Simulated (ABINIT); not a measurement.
# Ir (P-1) in ABINIT: reference runs

Reference runs on Ir: the cell as given.

Everything below comes from runs of ABINIT 10.8.3 (patched build). Logs are shortened: lines on timing, memory, paths and dates and some standing lists are left out, and cuts for length are marked. The log counts tension as positive stress, the text compression.

**1. The structure**

The typed cell holds 1 atom: a = 2.542 Å, b = 2.611 Å, c = 2.995 Å, α = 58.28°, β = 61.38°, γ = 59.90°.

This isn't the form of Ir at room conditions, which is fcc.

**2. Single point, PBE**

Input file run.abi:

```
pp_dirpath "./"
pseudos "Ir.GGA_PBE-JTH.xml"

acell 3*1.0
rprim
     0.1218292638     3.4720991421     3.3184514069
     3.6694950198     0.1463309236     3.2939497659
     4.1060439211     3.8841464025    -0.2902179966
ntypat 1
znucl 77
natom 1
typat 1
xred
     0.0000000000     0.0000000000     0.0000000000
chkprim 0
chksymtnons 0
tolsym 1.0e-6

ecut 16.0
pawecutdg 32.0
pawxcdev 0

kptopt 1
ngkpt 12 13 11
nshiftk 1
shiftk 0.0 0.0 0.0

ixc 11

nband 12
occopt 3
tsmear 0.05 eV

nstep 100
tolvrs 1.0e-9

iomode 3
prtwf 0
prtden 0
prteig 0
prtebands 0
enunit 2
```

Potentials or basis: JTH PAW PBE v2.0.

Launch:

```
> abinit run.abi > log 2>&1
```

run.abo:

```text
.Version 10.8.3 of ABINIT
 Symmetries : space group P-1 (#  2); Bravais aP (primitive triclinic)
================================================================================
 Values of the parameters that define the memory need of the present run
     intxc =       0    ionmov =       0      iscf =      17    lmnmax =      18
     lnmax =       6     mgfft =      24  mpssoang =       3    mqgrid =    3001
     natom =       1  nloc_mem =       2    nspden =       1   nspinor =       1
    nsppol =       1      nsym =       2    n1xccc =       1    ntypat =       1
    occopt =       3   xclevel =       2
       mpw =         302          nfft =        7776          nkpt =         859
 PAW method is used; the additional fine FFT grid is defined by:
   mgfftf=        30    nfftf =     21870
================================================================================
================================================================================

--------------------------------------------------------------------------------
------------- Echo of variables that govern the present computation ------------
--------------------------------------------------------------------------------
 -outvars: echo values of preprocessed input variables --------
            acell      1.0000000000E+00  1.0000000000E+00  1.0000000000E+00 Bohr
              amu      1.92220000E+02
          chkprim           0
      chksymtnons           0
             ecut      1.60000000E+01 Hartree
           enunit           2
                       outvar_i_n : Printing only first  50 k-points.
              ixc          11
                       outvar_i_n : Printing only first  50 k-points.
         kptrlatt       12    0    0      0   13    0      0    0   11
          kptrlen      5.76530188E+01
            natom           1
            nband          12
            ngfft          18      18      24
          ngfftdg          27      27      30
             nkpt         859
            nstep         100
             nsym           2
           ntypat           1
                       prtocc : prtvol=0, do not print more k-points.
           occopt           3
        pawecutdg      3.20000000E+01 Hartree
         pawxcdev           0
           prtden           0
        prtebands           0
           prteig           0
            prtwf           0
            rprim      1.2182926380E-01  3.4720991421E+00  3.3184514069E+00
                       3.6694950198E+00  1.4633092360E-01  3.2939497659E+00
                       4.1060439211E+00  3.8841464025E+00 -2.9021799660E-01
          spgroup           2
           tolsym      1.00000000E-06
           tolvrs      1.00000000E-09
           tsmear      1.83746611E-03 Hartree
            typat      1
           useylm           1
                       outvars : Printing only first  50 k-points.
            znucl       77.00000

================================================================================

 chkinp: Checking input parameters for consistency.

================================================================================
== DATASET  1 ==================================================================

--- !DatasetInfo
iteration_state: {dtset: 1, }
dimensions: {natom: 1, nkpt: 859, mband: 12, nsppol: 1, nspinor: 1, nspden: 1, mpw: 302, }
cutoff_energies: {ecut:  16.0, pawecutdg:  32.0, }
electrons: {nelect:   1.50000000E+01, charge:   0.00000000E+00, occopt:   3.00000000E+00, tsmear:   1.83746611E-03, }
meta: {optdriver: 0, ionmov: 0, optcell: 0, iscf: 17, paral_kgb: 0, }
...

 Exchange-correlation functional for the present dataset will be:
  GGA: Perdew-Burke-Ernzerhof functional - ixc=11
  J.P.Perdew, K.Burke, M.Ernzerhof, PRL 77, 3865 (1996)

 Real(R)+Recip(G) space primitive vectors, cartesian coordinates (Bohr,Bohr^-1):
 R(1)=  0.1218293  3.4720991  3.3184514  G(1)= -0.1359847  0.1545593  0.1446222
 R(2)=  3.6694950  0.1463309  3.2939498  G(2)=  0.1472176 -0.1447181  0.1460139
 R(3)=  4.1060439  3.8841464 -0.2902180  G(3)=  0.1160125  0.1247459 -0.1347809
 Unit cell volume ucvol=  9.4397788E+01 bohr^3
 Angles (23,13,12)=  5.82796075E+01  6.13825134E+01  5.99014125E+01 degrees

 Coarse grid specifications (used for wave-functions):

 getcut: wavevector=  0.0000  0.0000  0.0000  ngfft=  18  18  24
         ecut(hartree)=     16.000   => boxcut(ratio)=   2.03036

 Fine grid specifications (used for densities):

 getcut: wavevector=  0.0000  0.0000  0.0000  ngfft=  27  27  30
         ecut(hartree)=     32.000   => boxcut(ratio)=   2.07127

--- Pseudopotential description ------------------------------------------------
- pspini: atom type   1  psp file is ./Ir.GGA_PBE-JTH.xml
 Pseudopotential format is: paw10
 basis_size (lnmax)=  6 (lmn_size= 18), orbitals=   0   0   1   1   2   2
 Spheres core radius: rc_sph= 2.51065676
 Shapefunction is SIN type: shapef(r)=[sin(pi*r/rshp)/(pi*r/rshp)]**2
 Radius for shape functions =  2.20407242
 Compensation charge density is not taken into account in XC energy/potential

   5.25859805E+02                                ecore*ucvol(ha*bohr**3)
--------------------------------------------------------------------------------

[... 7 lines left out ...]

     iter   Etot(hartree)      deltaE(h)  residm     nres2
 ETOT  1  -75.906080568653    -7.591E+01 3.337E+01 2.543E+00
 ETOT  2  -77.044810941528    -1.139E+00 2.597E-01 3.361E+00
 ETOT  3  -77.032956991782     1.185E-02 2.542E-01 7.955E-01
 ETOT  4  -77.030818830003     2.138E-03 5.198E-02 4.295E-02
 ETOT  5  -77.030943262120    -1.244E-04 1.129E-01 4.435E-04
 ETOT  6  -77.030954647125    -1.139E-05 1.311E-02 1.119E-04
 ETOT  7  -77.030954272897     3.742E-07 1.291E-03 1.788E-05
 ETOT  8  -77.030954286486    -1.359E-08 1.566E-03 2.526E-07
 ETOT  9  -77.030954287914    -1.428E-09 5.571E-04 3.373E-07
 ETOT 10  -77.030954286370     1.544E-09 9.724E-04 3.378E-09
 ETOT 11  -77.030954286468    -9.751E-11 1.837E-04 2.262E-10

 At SCF step   11       nres2   =  2.26E-10 < tolvrs=  1.00E-09 =>converged.

 Cartesian components of stress tensor (hartree/bohr^3)
  sigma(1 1)= -6.01138740E-04  sigma(3 2)= -8.18535820E-04
  sigma(2 2)= -1.22622747E-03  sigma(3 1)= -7.14928597E-04
  sigma(3 3)= -1.08788751E-03  sigma(2 1)=  8.88506353E-04

--- !ResultsGS
iteration_state: {dtset: 1, }
comment   : Summary of ground state results
lattice_vectors:
- [  0.1218293,   3.4720991,   3.3184514, ]
- [  3.6694950,   0.1463309,   3.2939498, ]
- [  4.1060439,   3.8841464,  -0.2902180, ]
lattice_lengths: [   4.80442,    4.93323,    5.65954, ]
lattice_angles: [ 58.280,  61.383,  59.901, ] # degrees, (23, 13, 12)
lattice_volume:   9.4397788E+01
convergence: {deltae: -9.751E-11, res2:  2.262E-10, residm:  1.837E-04, diffor: null, }
etotal    :  -7.70309543E+01
entropy   :   0.00000000E+00
fermie    :   5.64687875E-01
cartesian_stress_tensor: # hartree/bohr^3
- [ -6.01138740E-04,   8.88506353E-04,  -7.14928597E-04, ]
- [  8.88506353E-04,  -1.22622747E-03,  -8.18535820E-04, ]
- [ -7.14928597E-04,  -8.18535820E-04,  -1.08788751E-03, ]
pressure_GPa:   2.8590E+01
xred      :
- [  0.0000E+00,   0.0000E+00,   0.0000E+00, Ir]
cartesian_forces: # hartree/bohr
- [ -0.00000000E+00,  -0.00000000E+00,  -0.00000000E+00, ]
force_length_stats: {min:   0.00000000E+00, max:   0.00000000E+00, mean:   0.00000000E+00, }
...

 Integrated electronic density in atomic spheres:
 ------------------------------------------------
 Atom  Sphere_radius  Integrated_density
    1        2.51066         13.73956458

================================================================================

 ----iterations are completed or convergence reached----

 Mean square residual over all n,k,spin=   12.238E-08; max=  18.372E-05
 reduced coordinates (array xred) for    1 atoms
       0.000000000000      0.000000000000      0.000000000000
 rms dE/dt=  0.0000E+00; max dE/dt=  0.0000E+00; dE/dt below (all hartree)
    1       0.000000000000      0.000000000000      0.000000000000

 cartesian coordinates (angstrom) at end:
    1      0.00000000000000     0.00000000000000     0.00000000000000

 cartesian forces (hartree/bohr) at end:
    1     -0.00000000000000    -0.00000000000000    -0.00000000000000
 frms,max,avg= 0.0000000E+00 0.0000000E+00   0.000E+00  0.000E+00  0.000E+00 h/b

 cartesian forces (eV/Angstrom) at end:
    1     -0.00000000000000    -0.00000000000000    -0.00000000000000
 frms,max,avg= 0.0000000E+00 0.0000000E+00   0.000E+00  0.000E+00  0.000E+00 e/A
 length scales=  1.000000000000  1.000000000000  1.000000000000 bohr
              =  0.529177210544  0.529177210544  0.529177210544 angstroms
 Fermi (or HOMO) energy (hartree) =   0.56469   Average Vxc (hartree)=  -0.48737
 Eigenvalues (hartree) for nkpt= 859  k points:
 kpt#   1, nband= 12, wtk=  0.00058, kpt=  0.0000  0.0000  0.0000 (reduced coord)
  -1.24750   -1.24366   -1.24165    0.15588    0.36561    0.42944    0.44977    0.52119
   0.56756    0.77037    1.05634    1.17176
      occupation numbers for kpt#   1
   2.00000    2.00000    2.00000    2.00000    2.00000    2.00000    2.00000    2.00000
   0.34706    0.00000    0.00000    0.00000
 prteigrs : prtvol=0 or 1, do not print more k-points.

 Fermi (or HOMO) energy (eV) =  15.36594   Average Vxc (eV)= -13.26190
 Eigenvalues (   eV  ) for nkpt= 859  k points:
 kpt#   1, nband= 12, wtk=  0.00058, kpt=  0.0000  0.0000  0.0000 (reduced coord)
 -33.94624  -33.84180  -33.78689    4.24172    9.94880   11.68563   12.23899   14.18223
  15.44398   20.96286   28.74459   31.88512
 prteigrs : prtvol=0 or 1, do not print more k-points.

--- !EnergyTerms
iteration_state     : {dtset: 1, }
comment             : Components of total free energy in Hartree
kinetic             :  9.68286600751885E+00
hartree             :  8.36022236275481E+00
xc                  : -3.63407049727057E+00
Ewald energy        : -7.10868320646815E+01
psp_core            :  5.57067930757534E+00
local_psp           : -3.33814278217567E+01
PAW spherical_terms :  7.45797144711256E+00
internal            : -7.70305912587472E+01
'-kT*entropy'       : -3.71812919382782E-04
total_energy        : -7.70309630716666E+01
total_energy_eV     : -2.09611928904302E+03
...

--- !EnergyTermsDC
iteration_state     : {dtset: 1, }
comment             : '"Double-counting" decomposition of free energy'
band_energy         : -3.83536417384907E+00
Ewald energy        : -7.10868320646815E+01
psp_core            :  5.57067930757534E+00
xc_dc               : -7.54168939330131E+00
PAW spherical_terms : -1.37376149292000E-01
internal            : -7.70305824735485E+01
'-kT*entropy'       : -3.71812919382782E-04
total_energy_dc     : -7.70309542864679E+01
total_energy_dc_eV  : -2.09611904998558E+03
...

--- !EnergyTermsWithPAWCore
iteration_state     : {dtset: 1, }
comment             : 'Components of total free energy, including PAW core contributions'
Total energy        : -1.78278727094905E+04
Total energy DC     : -1.78278727007053E+04
Total energy (eV)   : -4.85121130242131E+05
Total energy DC (eV): -4.85121130003074E+05
...

 Cartesian components of stress tensor (hartree/bohr^3)
  sigma(1 1)= -6.01138740E-04  sigma(3 2)= -8.18535820E-04
  sigma(2 2)= -1.22622747E-03  sigma(3 1)= -7.14928597E-04
  sigma(3 3)= -1.08788751E-03  sigma(2 1)=  8.88506353E-04

-Cartesian components of stress tensor (GPa)         [Pressure=  2.8590E+01 GPa]
- sigma(1 1)= -1.76861124E+01  sigma(3 2)= -2.40821552E+01
- sigma(2 2)= -3.60768578E+01  sigma(3 1)= -2.10339255E+01
- sigma(3 3)= -3.20067557E+01  sigma(2 1)=  2.61407594E+01

== END DATASET(S) ==============================================================
================================================================================

 -outvars: echo values of variables after computation  --------
            acell      1.0000000000E+00  1.0000000000E+00  1.0000000000E+00 Bohr
           etotal     -7.7030954286E+01
            fcart     -0.0000000000E+00 -0.0000000000E+00 -0.0000000000E+00
            rprim      1.2182926380E-01  3.4720991421E+00  3.3184514069E+00
                       3.6694950198E+00  1.4633092360E-01  3.2939497659E+00
                       4.1060439211E+00  3.8841464025E+00 -2.9021799660E-01
           strten     -6.0113874048E-04 -1.2262274725E-03 -1.0878875146E-03
                      -8.1853581951E-04 -7.1492859668E-04  8.8850635264E-04
 Calculation completed.
```

It took 72 s on 1 thread of Arm Neoverse V2, shared host; peak memory 0.2 GiB.

What came out:

```yaml
Free_energy: -2096.1190 eV
Pressure: 28.6 GPa
Band_gap_on_the_k_mesh: none (metal or under the smearing width)
```

Caveat: a pressure of tens of GPa on the cell as given is suspect, and the run, the potentials or the cell itself is likely at fault; the atomic spheres overlap.
